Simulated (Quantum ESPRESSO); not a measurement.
# E(M) of MnO2

Aim: the energy of MnO2 as a function of the total spin moment of its primitive cell.

Main program and level: Quantum ESPRESSO 7.5; PW91; plane waves with GBRV 1.5 LDA potentials, no spin-orbit coupling.

Most raw output is cut from this account.

## 1. Starting point

The structure is trigonal, space group P-3m1 (No. 164). The conventional cell has a = 2.857 Å, b = 2.857 Å, c = 4.601 Å, α = 90.00°, β = 90.00°, γ = 120.00°. Mn has 6 O at 1.90 Å nearest. Nearest to O lie 3 Mn at 1.90 Å. Farther neighbours and most contacts between anions are not listed.

The cell comes from Materials Project 2023-11-01, a database of computed structures, and need not be the stable phase.

## 2. No moment imposed

ASE passes magmoms on as starting_magnetization. pw.x reads values of 1 or more as Bohr magnetons; where all are smaller, it reads them as fractions of the valence charge.

pw.py

```python
from ase import Atoms
from ase.calculators.espresso import Espresso, EspressoProfile

atoms = Atoms(['Mn', 'O', 'O'],
    cell=[[2.85657818, 0.0, 0.0],
         [-1.42828909, 2.47386927, 0.0],
         [0.0, 0.0, 4.60137406]],
    scaled_positions=[[0.0, 0.0, 0.5],
         [0.66666667, 0.33333333, 0.29370743],
         [0.33333333, 0.66666667, 0.70629257]],
    pbc=True,
    magmoms=[4.5, 0.0, 0.0])
input_data = {
    'control': {'calculation': 'scf', 'prefix': 'pwscf', 'outdir': './tmp', 'disk_io': 'nowf', 'tprnfor': True, 'tstress': True},
    'system': {'ecutwfc': 40.0, 'ecutrho': 280.0, 'nbnd': 23, 'input_dft': 'pw91', 'occupations': 'smearing', 'smearing': 'fd', 'degauss': 0.00734986, 'nspin': 2},
    'electrons': {'conv_thr': 6e-09, 'electron_maxstep': 150, 'mixing_beta': 0.3, 'startingwfc': 'random'},
}
atoms.calc = Espresso(
    profile=EspressoProfile(command='mpirun -n 2 pw.x -nk 2', pseudo_dir='pseudo'),
    pseudopotentials={'Mn': 'mn_lda_v1.5.uspp.F.UPF', 'O': 'o_lda_v1.2.uspp.F.UPF'},
    input_data=input_data,
    kpts=(8, 8, 8),
    koffset=(1, 1, 1))
atoms.get_potential_energy()
energy = atoms.calc.results['free_energy']
print(f'free energy: {energy:.6f} eV')
print('site moments (muB):', atoms.get_magnetic_moments().round(3))
```

The run is started by

```sh
> OMP_NUM_THREADS=1 python3 pw.py > pw.log
```

It took 23 s on 2 MPI ranks of AMD EPYC 9R45, shared host; peak memory 0.36 GiB; 46 s of CPU time.

Spin moment in the atom's sphere by atom:

```csv
atom,spin moment in the atom's sphere (μB)
Mn1,2.52
O2,0.04
O3,0.04
```

Numbers from this step:

```
smearing term TS       : 0.001019 eV
pressure               : 2.603 GPa
magnetization          : 2.999 μB
absolute magnetization : 3.049 μB
final state            : ferromagnetic
```

## 3. Moment fixed at 0 μB

The two spin channels are filled to separate Fermi energies, so that the total moment meets the target. Half of the up one less the down one is the slope dE/dM.

Edit pw.py of step 2 so:

```diff
@@ -11,6 +11,6 @@
     pbc=True,
-    magmoms=[4.5, 0.0, 0.0])
+    magmoms=[0.225, 0.0, 0.0])
 input_data = {
     'control': {'calculation': 'scf', 'prefix': 'pwscf', 'outdir': './tmp', 'disk_io': 'nowf', 'tprnfor': True, 'tstress': True},
-    'system': {'ecutwfc': 40.0, 'ecutrho': 280.0, 'nbnd': 23, 'input_dft': 'pw91', 'occupations': 'smearing', 'smearing': 'fd', 'degauss': 0.00734986, 'nspin': 2},
+    'system': {'ecutwfc': 40.0, 'ecutrho': 280.0, 'nbnd': 23, 'input_dft': 'pw91', 'occupations': 'smearing', 'smearing': 'fd', 'degauss': 0.00734986, 'nspin': 2, 'tot_magnetization': 0.0},
     'electrons': {'conv_thr': 6e-09, 'electron_maxstep': 150, 'mixing_beta': 0.3, 'startingwfc': 'random'},
```

The run is started by

```sh
> OMP_NUM_THREADS=1 python3 pw.py > pw.log
```

Wall time 36 s (2 MPI ranks); peak memory 0.36 GiB; 71 s of CPU time.

Read from the output:

- magnetization: 0 μB
- absolute magnetization: 0 μB
- half the difference of the two Fermi energies: 0 meV
- largest moment: 0 μB

## 4. Moment fixed at 0.675 μB

Edit pw.py of step 3 so:

```diff
@@ -11,6 +11,6 @@
     pbc=True,
-    magmoms=[0.225, 0.0, 0.0])
+    magmoms=[0.675, 0.0, 0.0])
 input_data = {
     'control': {'calculation': 'scf', 'prefix': 'pwscf', 'outdir': './tmp', 'disk_io': 'nowf', 'tprnfor': True, 'tstress': True},
-    'system': {'ecutwfc': 40.0, 'ecutrho': 280.0, 'nbnd': 23, 'input_dft': 'pw91', 'occupations': 'smearing', 'smearing': 'fd', 'degauss': 0.00734986, 'nspin': 2, 'tot_magnetization': 0.0},
+    'system': {'ecutwfc': 40.0, 'ecutrho': 280.0, 'nbnd': 23, 'input_dft': 'pw91', 'occupations': 'smearing', 'smearing': 'fd', 'degauss': 0.00734986, 'nspin': 2, 'tot_magnetization': 0.675},
     'electrons': {'conv_thr': 6e-09, 'electron_maxstep': 150, 'mixing_beta': 0.3, 'startingwfc': 'random'},
```

The run is started by

```sh
> OMP_NUM_THREADS=1 python3 pw.py > pw.log
```

Wall time 40 s (2 MPI ranks); peak memory 0.36 GiB; 80 s of CPU time.

Spin moment in the atom's sphere by atom:

```csv
atom,spin moment in the atom's sphere (μB)
Mn1,0.586
O2,0.005
O3,0.005
```

This step gave:

| Quantity | Value |
| --- | --- |
| magnetization | 0.675 μB |
| absolute magnetization | 1.018 μB |
| half the difference of the two Fermi energies | -258.9 meV |

## 5. Moment fixed at 1.349 μB

Edit pw.py of step 4 so:

```diff
@@ -11,6 +11,6 @@
     pbc=True,
-    magmoms=[0.675, 0.0, 0.0])
+    magmoms=[1.349, 0.0, 0.0])
 input_data = {
     'control': {'calculation': 'scf', 'prefix': 'pwscf', 'outdir': './tmp', 'disk_io': 'nowf', 'tprnfor': True, 'tstress': True},
-    'system': {'ecutwfc': 40.0, 'ecutrho': 280.0, 'nbnd': 23, 'input_dft': 'pw91', 'occupations': 'smearing', 'smearing': 'fd', 'degauss': 0.00734986, 'nspin': 2, 'tot_magnetization': 0.675},
+    'system': {'ecutwfc': 40.0, 'ecutrho': 280.0, 'nbnd': 24, 'input_dft': 'pw91', 'occupations': 'smearing', 'smearing': 'fd', 'degauss': 0.00734986, 'nspin': 2, 'tot_magnetization': 1.349},
     'electrons': {'conv_thr': 6e-09, 'electron_maxstep': 150, 'mixing_beta': 0.3, 'startingwfc': 'random'},
```

The run is started by

```sh
> OMP_NUM_THREADS=1 python3 pw.py > pw.log
```

Wall time 32 s (2 MPI ranks); peak memory 0.36 GiB; 64 s of CPU time.

Read from the output:

| Quantity | Value |
| --- | --- |
| magnetization | 1.349 μB |
| absolute magnetization | 1.456 μB |
| half the difference of the two Fermi energies | -390.9 meV |
| largest moment | 1.191 μB |

## 6. The curve

The runs not shown differ in the target, the start and the number of states alone. The point at 3.00 μB is the free run, entered with slope zero.

The energy over the lowest by total spin moment:

```csv
total spin moment (μB a cell),energy over the lowest (meV a cell)
0.00,1127
0.68,1012
1.35,789
2.02,486
2.70,133
3.00,0
3.37,479
4.05,1555
```

Table of dE/dM by total spin moment:

```csv
total spin moment (μB a cell),dE/dM (meV/μB)
0.00,-0.0150
0.68,-259
1.35,-391
2.02,-483
2.70,-518
3.00,0
3.37,1440
4.05,1743
```

Table of largest site moment by total spin moment:

```csv
total spin moment (μB a cell),largest site moment (μB)
0.00,1.4e-4
0.68,0.586
1.35,1.19
2.02,1.77
2.70,2.31
3.00,2.52
3.37,2.63
4.05,2.83
```

## 7. What came out

```yaml
moment_of_the_free_run: 3.00 μB a cell
energy_at_zero_total_moment: 1127 meV a cell over the lowest
```

In words: At zero total moment the site moments vanish, so the 1127 meV a cell is the energy of forming them. The points show one minimum alone. The free run has a whole-number moment, and the slope goes from -518 to 1440 meV/μB between its neighbours: a kink, as where a spin channel has a gap, so no stiffness is given. The cell holds one seeded atom, so opposed orders, which may lie lower, cannot form in it. The pseudopotentials were made with another functional, an inconsistency that can move energies. Energies are free energies at an electronic temperature of 1160 K, which lowers moments and differences where the moments are itinerant. No Hubbard term acts here. In such compounds local and semilocal functionals without one often delocalise the d electrons, and can shrink or lose moments and miss the size, sign and order of the couplings.

[Logs and program files are shortened in this print: banners, set-up blocks, solver, clock and traceback lines can be left out without a mark of their own.]

[Logs are printed without paths, hosts, clocks, repeated set-up lines and the standing remarks that a program may print on its own settings, such as how far it seeks lower states.]

[Hosts, paths, dates, database ids (printed as entryN), source tags and the programs' standing remarks are cut or masked in the printed files.]

[Where a cell is said to come from a database of computed structures, the database is the Materials Project.]
